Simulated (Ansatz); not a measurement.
# InP in Ansatz: the effect of functional

The system is InP.

```
CELL_PARAMETERS angstrom
0.00000 2.75025 2.75025
2.75025 0.00000 2.75025
2.75025 2.75025 0.00000
ATOMIC_POSITIONS crystal
In 0.00000 0.00000 0.00000
P 0.50000 0.50000 0.50000
```

Measurements of this composition are mostly on another form, of space group No. 216.

The cell isn't the ideal one: volume scaled by 0.98.

Alike in all runs:

- Program: Ansatz 0.2.0
- Task: single point
- Potentials or basis: Ansatz PAW
- k mesh: 8 × 8 × 8
- Occupations: fermi-dirac, width 0.05 eV
- Spin: no spin polarisation

```csv
functional,cutoff,pressure (GPa)
LDA,420 eV (not typed: the program's choice for these potentials),-3.8
PBEsol,420 eV (not typed: the program's choice for these potentials),-1.9
r2SCAN,500 eV (not typed: the program's choice for these potentials),?
```

What does the run with functional r2SCAN give?

Pressure -0.4 GPa.

Caveats: the PAW data sets come from PBE, with cores solved anew for the run's functional, which leaves a small shift of forces and pressure.
